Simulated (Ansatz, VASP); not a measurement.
Two plane-wave programs on Zn

INCAR

```
  PREC = Accurate
  ENCUT = 600
  EDIFF = 1E-6
  ISMEAR = -1
  SIGMA = 0.05
  LREAL = False
  LASPH = True
  NELM = 80
  ALGO = Normal
  ISIF = 3
  LWAVE = False
  LCHARG = False
  GGA = PS
  IBRION = 2
  NSW = 60
  EDIFFG = -0.01
```

File KPOINTS:

```
regular mesh
0
Gamma
  12 12 12
```

File POSCAR:

```
Zn
1.0
   -1.5690370000      1.5690370000      1.5690370000
    1.5690370000     -1.5690370000      1.5690370000
    1.5690370000      1.5690370000     -1.5690370000
Zn
1
Direct
    0.0000000000      0.0000000000      0.0000000000
```

Contents of input.yaml:

```yaml
crystal:
  lattice:
    - [-1.569037, 1.569037, 1.569037]
    - [1.569037, -1.569037, 1.569037]
    - [1.569037, 1.569037, -1.569037]
  atoms:
    - { symbol: Zn, position: [0.0, 0.0, 0.0] }
hamiltonian:
  xc: pbesol
  pseudopotentials: { kind: paw }
kpoints:
  mp_grid: { grid: [12, 12, 12] }
scf:
  occupations: { method: fermi_dirac, width: 0.05 }
output:
  forces: true
  stress: true
  eigenvalues: true
  write_density: true
  write_potential: true
  elf: true
  volumetric_format: npy
relax:
  f_tol: 0.01
  max_steps: 40
  cell: { stress_tol: 0.05 }
```

This isn't the form of Zn at room conditions, which is hcp.

Alike in both runs: task relaxation of cell and atoms; functional PBEsol; k mesh 12 × 12 × 12; occupations fermi-dirac, width 0.05 eV; no spin polarisation.

```csv
,VASP,Ansatz
version,VASP 6.6.1,Ansatz 0.2.0
potentials or method,"VASP PAW PBE potentials, release 64 (Zn)",Ansatz PAW
plane-wave cutoff (eV),600,420
valence electrons in the cell,12,12
```

```csv
,VASP,Ansatz,Ansatz less VASP
"gap on the k mesh at the Fermi level, each at its own relaxed structure (eV)",none,none,-
relaxed volume (Å³/atom),14.31,14.27,-0.048
relaxed cell length with the largest relative difference (Å),2.649,2.646,-0.0030
energy change over the relaxation (meV/atom),-19,-21,-1.9
```

A gap of «none» marks a metal or a gap that the smearing closes.

Caveats: the PAW data sets were made with another functional, which shifts forces and pressure a little (VASP); the plane-wave basis is chosen anew once the cell has moved, so the energies of steps on either side of that aren't comparable (Ansatz); the PAW data sets come from PBE, with cores solved anew for the run's functional, which leaves a small shift of forces and pressure (Ansatz).
